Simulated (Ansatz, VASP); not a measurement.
## Two plane-wave programs on BN

```xyz
4
Lattice="2.5088 0.0000 0.0000 -1.2544 2.1727 0.0000 0.0000 0.0000 17.5000" Properties=species:S:1:pos:R:3 pbc="T T T"
B     0.0000    0.0000    4.5000
B     0.0000    0.7242    8.2300
N     1.2544    0.7242    4.5000
N     1.2544    1.4484    8.2300
```

Alike in both runs: task single point; functional PBE; dispersion D3(BJ); k mesh 12 × 12 × 1; occupations gaussian, width 0.05 eV; no spin polarisation.

|  | VASP | Ansatz |
| --- | --- | --- |
| version | VASP 6.6.1 | Ansatz 0.2.0 |
| potentials or method | VASP PAW PBE potentials, release 64 (B, N) | scalar-relativistic, plane waves, PAW |
| plane-wave cutoff (eV) | 520 | 420 |
| valence electrons in the cell | 16 | 16 |

|  | VASP | Ansatz | Ansatz less VASP |
| --- | --- | --- | --- |
| gap on the k mesh at the Fermi level (eV) | 4.38 | 4.39 | +0.003 |
| least direct gap on the mesh (eV) | 4.38 | 4.39 | +0.003 |
| rms of the force components (eV/Å) | 0.012 | 0.012 | 0.0000 |
